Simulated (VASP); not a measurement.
# I (P6_3/mmc) in VASP: single point with PBE

Aim: the single point of I with PBE.

Everything below comes from runs of VASP 6.6.1. Logs are shortened: lines on timing, memory, paths and dates and some standing lists are left out, and cuts for length are marked.

### 1 Starting point

Symmetry: P6_3/mmc, No. 194, hexagonal system. Conventional cell: a = 4.283 Å, b = 4.283 Å, c = 4.883 Å, α = 90.00°, β = 90.00°, γ = 120.00°. Around I (site symmetry -6m2) lie 6 I at 3.47 Å.

The real solid is made of molecules; this cell is a model form.

### 2 Single point, PBE

Input file INCAR:

```
SYSTEM = I
  PREC = Accurate
  ENCUT = 520
  EDIFF = 1E-6
  ISMEAR = -1
  SIGMA = 0.05
  LREAL = .FALSE.
  LASPH = .TRUE.
  NELM = 100
  ALGO = Fast
  ISIF = 2
  LWAVE = .FALSE.
  LCHARG = .FALSE.
  GGA = PE
  NBANDS = 14
```

Input file KPOINTS:

```
regular mesh
0
G
  15 15 8
  0 0 0
```

Input file POSCAR:

```
I
1.0
    4.2826825382      0.0000000000      0.0000000000
   -2.1413412691      3.7089118744      0.0000000000
    0.0000000000      0.0000000000      4.8828683242
I
2
Direct
    0.3333333333      0.6666666667      0.2500000000
    0.6666666667      0.3333333333      0.7500000000
```

Potentials or basis: VASP PAW PBE potentials, release 64 (I).

On the command line:

```bash
cat potpaw_PBE.64/I/POTCAR > POTCAR
mpirun -np 1 vasp_std > vasp.out
```

OUTCAR:

```text
SYSTEM = I
   PREC = Accurate
   ENCUT = 520
   EDIFF = 1E-6
   ISMEAR = -1
   LREAL = .FALSE.
   LASPH = .TRUE.
   NELM = 100
   ISIF = 2
   GGA = PE

 ion  position               nearest neighbor table
   1  0.333  0.667  0.250-   2 3.47   2 3.47   2 3.47   2 3.47   2 3.47   2 3.47
   2  0.667  0.333  0.750-   1 3.47   1 3.47   1 3.47   1 3.47   1 3.47   1 3.47

  LATTYP: Found a hexagonal cell.
 ALAT       =     4.2826825382
 C/A-ratio  =     1.1401424879

  Lattice vectors:

 A1 = (   4.2826825382,   0.0000000000,   0.0000000000)
 A2 = (  -2.1413412691,   3.7089118744,   0.0000000000)
 A3 = (   0.0000000000,   0.0000000000,   4.8828683242)

Analysis of symmetry for initial positions (statically):
=====================================================================
 Subroutine PRICEL returns:
 Original cell was already a primitive cell.

 Routine SETGRP: Setting up the symmetry group for a
 hexagonal supercell.

 Subroutine GETGRP returns: Found 24 space group operations
 (whereof 12 operations were pure point group operations)
 out of a pool of 24 trial point group operations.

The static configuration has the point symmetry D_3d.
 The point group associated with its full space group is D_6h.

Analysis of symmetry for dynamics (positions and initial velocities):
=====================================================================
 Subroutine PRICEL returns:
 Original cell was already a primitive cell.

 Routine SETGRP: Setting up the symmetry group for a
 hexagonal supercell.

 Subroutine GETGRP returns: Found 24 space group operations
 (whereof 12 operations were pure point group operations)
 out of a pool of 24 trial point group operations.

The dynamic configuration has the point symmetry D_3d.
 The point group associated with its full space group is D_6h.

 Subroutine INISYM returns: Found 24 space group operations
 (whereof 12 operations are pure point group operations),
 and found     1 'primitive' translations

----------------------------------------------------------------------------------------

                                     Primitive cell

  volume of cell :      77.5599

  direct lattice vectors                    reciprocal lattice vectors
     4.282682538  0.000000000  0.000000000     0.233498512  0.134810429  0.000000000
    -2.141341269  3.708911874  0.000000000     0.000000000  0.269620858  0.000000000
     0.000000000  0.000000000  4.882868324     0.000000000  0.000000000  0.204797659

  length of vectors
     4.282682538  4.282682538  4.882868324     0.269620858  0.269620858  0.204797659

  position of ions in fractional coordinates (direct lattice)
     0.333333333  0.666666667  0.250000000
     0.666666667  0.333333333  0.750000000

  ion indices of the primitive-cell ions
   primitive index   ion index
                 1           1
                 2           2

----------------------------------------------------------------------------------------

 KPOINTS: regular mesh

Automatic generation of k-mesh.
 Grid dimensions read from file:
 generate k-points for:   15   15    8

 Generating k-lattice:

  Cartesian coordinates                     Fractional coordinates (reciprocal lattice)
     0.015566567  0.008987362  0.000000000     0.066666667  0.000000000  0.000000000
     0.000000000  0.017974724  0.000000000     0.000000000  0.066666667  0.000000000
     0.000000000  0.000000000  0.025599707     0.000000000  0.000000000  0.125000000

  Length of vectors
     0.017974724  0.017974724  0.025599707

  Shift w.r.t. Gamma in fractional coordinates (k-lattice)
     0.000000000  0.000000000  0.000000000

 Subroutine IBZKPT returns following result:
 ===========================================

 Found    135 irreducible k-points:

 Following reciprocal coordinates:
            Coordinates               Weight
  0.000000  0.000000  0.000000      1.000000
  0.066667  0.000000  0.000000      6.000000
  0.133333  0.000000  0.000000      6.000000
  0.200000  0.000000  0.000000      6.000000
  0.266667  0.000000  0.000000      6.000000
  0.333333  0.000000  0.000000      6.000000
[... 16 lines left out ...]
  0.333333  0.200000  0.000000     12.000000
  0.400000  0.200000  0.000000      6.000000
 [... further k-points ...]
   k-points           NKPTS =    135   k-points in BZ     NKDIM =    135   number of bands    NBANDS=     14
   number of dos      NEDOS =    301   number of ions     NIONS =      2
   total plane-waves  NPLWV =  36864
   dimension x,y,z NGX =    32 NGY =   32 NGZ =   36
   dimension x,y,z NGXF=    64 NGYF=   64 NGZF=   72
   ions per type =               2
   NGX,Y,Z   is equivalent  to a cutoff of  12.42, 12.42, 12.26 a.u.
   NGXF,Y,Z  is equivalent  to a cutoff of  24.84, 24.84, 24.51 a.u.
 SYSTEM =  I
   PREC   = accura    normal or accurate (medium, high low for compatibility)
   ISTART =      0    job   : 0-new  1-cont  2-samecut
   ICHARG =      2    charge: 1-file 2-atom 10-const
   ISPIN  =      1    spin polarized calculation?
   LNONCOLLINEAR =      F non collinear calculations
   LSORBIT =      F    spin-orbit coupling
   LASPH  =      T    aspherical Exc in radial PAW
   ENCUT  =  520.0 eV  38.22 Ry    6.18 a.u.   7.96  7.96  9.08*2*pi/ulx,y,z
   NELM   =    100;   NELMIN=  2; NELMDL= -5     # of ELM steps
   EDIFF  = 0.1E-05   stopping-criterion for ELM
   LREAL  =      F    real-space projection
[... 7 lines left out ...]
   TEBEG  =    0.0;   TEEND  =   0.0 temperature during run
   PSTRESS=    0.0 pullay stress
   NELECT =      14.0000    total number of electrons
   NUPDOWN=      -1.0000    fix difference up-down
   EMIN   =  10.00;   EMAX   =-10.00  energy-range for DOS
   EFERMI =   0.00;   METHOD = LEGACY
   ISMEAR =    -1;   SIGMA  =   0.05  broadening in eV -4-tet -1-fermi 0-gaus
   EFERMI_NEDOS =   21; number of points for ismear=-14 and -15
   IALGO  =     68    algorithm
   IMIX   =      4    mixing-type and parameters
     AMIX     =   0.40;   BMIX     =  1.00
     AMIX_MAG =   1.60;   BMIX_MAG =  1.00
  volume/ion in A,a.u.               =      38.78       261.70
  Fermi-wavevector in a.u.,A,eV,Ry     =   0.925206  1.748386 11.646667  0.856006
  Thomas-Fermi vector in A             =   2.051035
   LORBIT       =      0    0 simple, 1 ext, 2 COOP (PROOUT), +10 PAW based schemes
   GGA     = PE    functional components
   LHFCALC =     F    Hartree Fock is set to
   AEXX    =    0.0000 exact exchange contribution
   IVDW    =     0    specifies the selected vdW correction
   LEPSILON=     F    determine dielectric tensor
   LRPA    =     F    only Hartree local field effects (RPA)
 non-spin polarized calculation
 RMM-DIIS sequential band-by-band and
  energy-cutoff  :      520.00
  volume of cell :       77.56
 maximum number of plane-waves:      2124
 NGX is ok and might be reduce to    32
   NGX = 15   NGY = 15   NGZ = 19

 number of electron      14.0000000 magnetization

 Free energy of the ion-electron system (eV)
  ---------------------------------------------------
  ext. energy  EPLUGINS =         0.00000000
  ---------------------------------------------------
  free energy    TOTEN  =        -2.30916627 eV

  energy without entropy =       -2.28554892  energy(sigma->0) =       -2.29735760

 E-fermi :   3.6970     XC(G=0):  -8.5489

 val. band max:        3.6966552659   @ k =   0.2000   0.2000   0.0000
 cond. band min:       3.7061183252   @ k =   0.1333   0.0000   0.0000
 fundamental gap:      0.0094630592
 Fermi energy:         3.6969725441

 k-point     1 :       0.0000    0.0000    0.0000
  band No.  band energies     occupation
      1      -9.7547      2.00000
      2      -7.4373      2.00000
      3      -0.2759      2.00000
      4       1.8476      2.00000
      5       1.8476      2.00000
      6       3.5760      1.83654
      7       3.5760      1.83654
      8       4.7506      0.00000
      9       8.2268      0.00000
     10       9.4774      0.00000
     11      11.7887      0.00000
     12      11.7887      0.00000
     13      12.8870      0.00000
     14      12.8870      0.00000

 k-point     2 :       0.0667    0.0000    0.0000
  band No.  band energies     occupation
      1      -9.7293      2.00000
      2      -7.4517      2.00000
      3      -0.2405      2.00000
      4       1.7569      2.00000
      5       1.7915      2.00000
      6       3.4828      1.97281
      7       3.6144      1.67799
      8       4.6702      0.00000
      9       8.3503      0.00000
     10       9.6620      0.00000
     11      11.5028      0.00000
     12      11.8402      0.00000
     13      12.7774      0.00000
     14      12.8709      0.00000

 k-point     3 :       0.1333    0.0000    0.0000
  band No.  band energies     occupation
      1      -9.6541      2.00000
      2      -7.4959      2.00000
      3      -0.1351      2.00000
      4       1.5169      2.00000
      5       1.6482      2.00000
      6       3.2435      1.99977
      7       3.7061      0.90880
      8       4.4425      0.00000
      9       8.6663      0.00000
     10      10.0910      0.00000
     11      11.0904      0.00000
     12      12.0109      0.00000
     13      12.5234      0.00000
     14      12.7313      0.00000

 k-point     4 :       0.2000    0.0000    0.0000
  band No.  band energies     occupation
      1      -9.5334      2.00000
      2      -7.5719      2.00000
      3       0.0366      2.00000
      4       1.1996      2.00000
      5       1.4660      2.00000
      6       2.9386      2.00000
      7       3.8079      0.19628
      8       4.1007      0.00062
      9       8.9501      0.00000
     10      10.3707      0.00000
     11      11.2255      0.00000
     12      12.2351      0.00000
     13      12.3317      0.00000
     14      12.3963      0.00000

 k-point     5 :       0.2667    0.0000    0.0000
  band No.  band energies     occupation
      1      -9.3749      2.00000
      2      -7.6808      2.00000
      3       0.2673      2.00000
      4       0.8777      2.00000
      5       1.2853      2.00000
      6       2.6351      2.00000
      7       3.6873      1.09665
      8       3.8908      0.04057
      9       8.8710      0.00000
     10      10.8207      0.00000
     11      11.6445      0.00000
[... 276 lines left out ...]
 k-point    22 :       0.2667    0.2000    0.0000
  band No.  band energies     occupation
      1      -8.9626      2.00000
      2      -7.9990      2.00000
      3       0.2116      2.00000
      4       0.9023      2.00000
      5       1.1394      2.00000
      6       2.2931      2.00000
      7       2.7660      2.00000
      8       3.6467      1.46447
      9       9.5771      0.00000
     10      10.1760      0.00000
     11      10.4965      0.00000
     12      12.7313      0.00000
     13      13.8314      0.00000
     14      14.2892      0.00000

 k-point    23 :       0.3333    0.2000    0.0000
  band No.  band energies     occupation
      1      -8.7901      2.00000
      2      -8.1483      2.00000
      3       0.0320      2.00000
      4       1.1878      2.00000
      5       1.2302      2.00000
      6       2.0790      2.00000
      7       2.4142      2.00000
      8       3.6165      1.66641
      9       9.4095      0.00000
     10       9.9479      0.00000
     11      11.2460      0.00000
     12      12.5357      0.00000
     13      13.8738      0.00000
     14      14.5164      0.00000

 k-point    24 :       0.4000    0.2000    0.0000
  band No.  band energies     occupation
      1      -8.7033      2.00000
      2      -8.2271      2.00000
      3      -0.0302      2.00000
      4       1.2852      2.00000
      5       1.3376      2.00000
      6       1.9799      2.00000
      7       2.2415      2.00000
      8       3.6064      1.71893
      9       9.3521      0.00000
     10       9.8712      0.00000
     11      11.8993      0.00000
     12      12.0880      0.00000
     13      13.8753      0.00000
     14      14.4325      0.00000

 [... further k-points ...]

------------------------ aborting loop because EDIFF is reached ----------------------------------------

  FORCE on cell =-STRESS in cart. coord.  units (eV):
  Direction    XX          YY          ZZ          XY          YZ          ZX
  --------------------------------------------------------------------------------------
  -------------------------------------------------------------------------------------
  Total        0.0013465      0.0013465     -0.0151533      0.0000000      0.0000000      0.0000000
  in kB        0.0278160      0.0278160     -0.3130259      0.0000000      0.0000000      0.0000000
  external PRESSURE =      -0.0857980 kB  Pullay stress =       0.0000000 kB

 VOLUME and BASIS-vectors are now :
 -----------------------------------------------------------------------------
  energy-cutoff  :      520.00
  volume of cell :       77.56
      direct lattice vectors                 reciprocal lattice vectors
     4.282682538  0.000000000  0.000000000     0.233498512  0.134810429  0.000000000
    -2.141341269  3.708911874  0.000000000     0.000000000  0.269620858  0.000000000
     0.000000000  0.000000000  4.882868324     0.000000000  0.000000000  0.204797659

 POSITION                                       TOTAL-FORCE (eV/Angst)
 -----------------------------------------------------------------------------------
     -0.00000      2.47261      1.22072         0.000000      0.000000      0.000000
      2.14134      1.23630      3.66215        -0.000000     -0.000000      0.000000
 -----------------------------------------------------------------------------------
    total drift:                               -0.000000      0.000000     -0.000000

  FREE ENERGIE OF THE ION-ELECTRON SYSTEM (eV)
  ---------------------------------------------------
  free  energy   TOTEN  =        -2.3091662710 eV

  energy  without entropy=       -2.2855489242  energy(sigma->0) =       -2.29735760
```

Run time: 36 s. Hardware: 1 thread of Intel Xeon 6975P-C (Granite Rapids), shared host; peak memory 0.26 GiB.

Results:

```yaml
Free_energy: -2.3092 eV
Pressure: 0.0 GPa
Band_gap_on_the_k_mesh: none (metal or under the smearing width)
```

Levels at points of the mesh, in eV from the Fermi level:
| k point | band 5 | band 6 | band 7 | band 8 | band 9 | band 10 |
| --- | --- | --- | --- | --- | --- | --- |
| (0.00, 0.00, 0.00) | -1.85 | -0.12 | -0.12 | 1.05 | 4.53 | 5.78 |
| (0.00, 0.00, 0.50) | -1.01 | -1.01 | -1.01 | -1.01 | 7.00 | 7.00 |

Spin-orbit coupling is left out, which matters for the levels of I.
